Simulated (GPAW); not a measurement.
# Ag: equation of state with r2SCAN

The system is Ag.

```
Ag
1.0
     0.00000    2.04275    2.04275
     2.04275    0.00000    2.04275
     2.04275    2.04275    0.00000
Ag
1
Direct
  0.00000 0.00000 0.00000
```

```json
{"Program": "GPAW 26.7.0", "Task": "equation of state", "Functional": "r2SCAN", "Potentials or basis": "GPAW PAW data sets (gpaw-data 1.2.1)", "Cutoff": "600 eV", "Basis": "pw", "k mesh": "11 × 11 × 11", "Occupations": "fermi-dirac, width 0.05 eV", "Spin": "no spin polarisation"}
```

```json
{"Equilibrium volume": "17.32 Å³/atom (rough: see the caveat)", "Bulk modulus": "101 GPa (rough)"}
```

Energy against volume, from the lowest point:
```tsv
volume (Å³/atom)	energy (meV/atom)
16.025	37.50
16.366	19.11
16.707	7.49
17.048	1.36
17.389	0.00
17.730	2.77
18.071	9.13
```

Wall time 5.3 min on 1 thread of Arm Neoverse V2, on a shared host, peak memory 0.72 GiB.

Caveat: the points scatter about the fit; the PAW data sets were made with another functional, which shifts forces and pressure a little.
